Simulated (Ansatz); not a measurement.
MoS2:

```xyz
6
Lattice="3.1690 0.0000 0.0000 -1.5845 2.7444 0.0000 0.0000 0.0000 12.3240" Properties=species:S:1:pos:R:3 pbc="T T T"
Mo    1.5845    0.9148    9.2430
Mo    0.0000    1.8296    3.0810
S     1.5845    0.9148    4.6461
S     0.0000    1.8296   10.8081
S     1.5845    0.9148    1.5159
S     0.0000    1.8296    7.6779
```

Base run:

| Quantity | Value |
| --- | --- |
| Program | Ansatz 0.2.0 |
| Functional | PBEsol |
| Potentials or basis | Ansatz PAW |
| Cutoff | 420 eV (not typed: the program's choice for these potentials) |
| k mesh | 10 × 10 × 3 |
| Occupations | fermi-dirac, width 0.05 eV |
| Spin | no spin polarisation |

Its results: band gap on the k mesh 0.88 eV, indirect (least direct gap 1.87 eV); pressure -3.0 GPa; largest force 0.313 eV/Å.

Problem. The run is repeated on the same cell with these changes: functional from PBEsol to PBE. What comes out?

Solution. Band gap on the k mesh 0.93 eV, indirect (least direct gap 1.87 eV); pressure 2.0 GPa; largest force 0.065 eV/Å.

PBE binds less tightly than PBEsol, so the same cell stands under more pressure.

Caveats: this functional lacks dispersion, which binds the layers, so the pressure and a relaxed spacing across them are unreliable; the PAW data sets come from PBE, with cores solved anew for the run's functional, which leaves a small shift of forces and pressure (some runs).

A k mesh can miss the band edges.
